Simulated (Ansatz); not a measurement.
**Na: pressure against volume**

Na, Im-3m, a = 4.190 Å. Ansatz: PBE, PAW, 420 eV, Γ-centred 14×14×14 mesh on 1 atom, Gaussian smearing 0.10 eV; no spin polarisation. Symmetry fixes shape and atoms, so the cell is only scaled; pressure is positive in compression.

```tsv
V (Å³/atom)	P (GPa)
32.362	?
33.466	0.93
34.569	0.59
35.672	0.29
36.775	0.04
37.879	-0.18
38.982	-0.38
40.453	-0.59
```

**Question.** Take V0 = 36.775 Å³/atom, count pressures from its P0 = 0.04 GPa, fit the third-order Birch–Murnaghan form to the other rows, and predict the missing pressure.

**Answer.** With the Eulerian strain f = ½[(V0/V)^(2/3) − 1] and y = (P − P0)/[3f(1 + 2f)^(5/2)], the form is the line y = B0 + 1.5 B0 (B0′ − 4) f. Rows (f, y): 0.03244, 7.82; 0.02105, 7.86; 0.01025, 7.73; -0.00976, 7.89; -0.01905, 8.10; -0.03079, 7.99. Means f = 0.0006900, y = 7.8983; Σ(Δf)² = 0.003004, ΣΔfΔy = -0.01166; the slope is their ratio. y = 7.901 − 3.880 f GPa, so B0 = 7.9 GPa and B0′ = 4 + 2 × (-3.880)/(3 × 7.901) = 3.67. At V = 32.362, f = 0.04448, y = 7.728 and P = 1.32 GPa. The run gave 1.32 GPa, the same to the digits shown.